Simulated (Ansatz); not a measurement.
# CsH: a single-point run

The task is a single-point run on CsH. The structure is shown as the input types it. The cell is built on a prototype (zincblende) and needn't be the phase found in nature.

Computed with Ansatz 0.2.0 (density functional or hybrid calculation with the settings of its input, plane waves (as first typed), unless a step's input says otherwise).

2 further runs of the same task are left out: 1 for a known fault of the program, 1 that didn't finish.

**1. The structure to begin with**

The structure is cubic, space group F-43m (No. 216). The conventional cell has a = 6.990 Å, b = 6.990 Å, c = 6.990 Å, α = 90.00°, β = 90.00°, γ = 90.00°. Cs (site symmetry -43m) has 4 H at 3.03 Å as nearest neighbours. Around H (site symmetry -43m) lie 4 Cs at 3.03 Å.

Structure file:

```xyz
2
Lattice="0.0000 3.4952 3.4952 3.4952 0.0000 3.4952 3.4952 3.4952 0.0000" Properties=species:S:1:pos:R:3 pbc="T T T"
Cs    0.0000    0.0000    0.0000
H     1.7476    1.7476    1.7476
```

**2. Input and run**

The input, input.yaml:

```yaml
crystal:
  lattice:
    - [0.0, 3.4951746506, 3.4951746506]
    - [3.4951746506, 0.0, 3.4951746506]
    - [3.4951746506, 3.4951746506, 0.0]
  atoms:
    - { symbol: Cs, position: [0.0, 0.0, 0.0] }
    - { symbol: H, position: [0.25, 0.25, 0.25] }
kpoints:
  mp_grid: { grid: [4, 4, 4] }
hamiltonian:
  xc: pbe
scf:
  occupations: { method: fixed }
  n_extra_bands: 4
  max_iter: 62
output:
  forces: true
  stress: true
  eigenvalues: true
basis:
  ecutrho_ratio: 1
```

The run is started by

```
$ ansatz run input.yaml --threads 4 --pin off --max-ram 3686MiB --backend cpu --events-out ev --progress --plain --runs-dir out
```

**Question.** How will this run end, and is anything wrong with its input?

The run converged and reported no error, with warnings (cutoff below recommended). Its log warns: «basis.ecutrho_ratio = 1 (ecutrho = 420 eV) is below the records' recommended 1680 eV»

The suspect setting: basis.ecutrho_ratio is 1. The density cutoff must be at least four times the energy cutoff of the waves.

The test: delete basis.ecutrho_ratio (the default then holds).
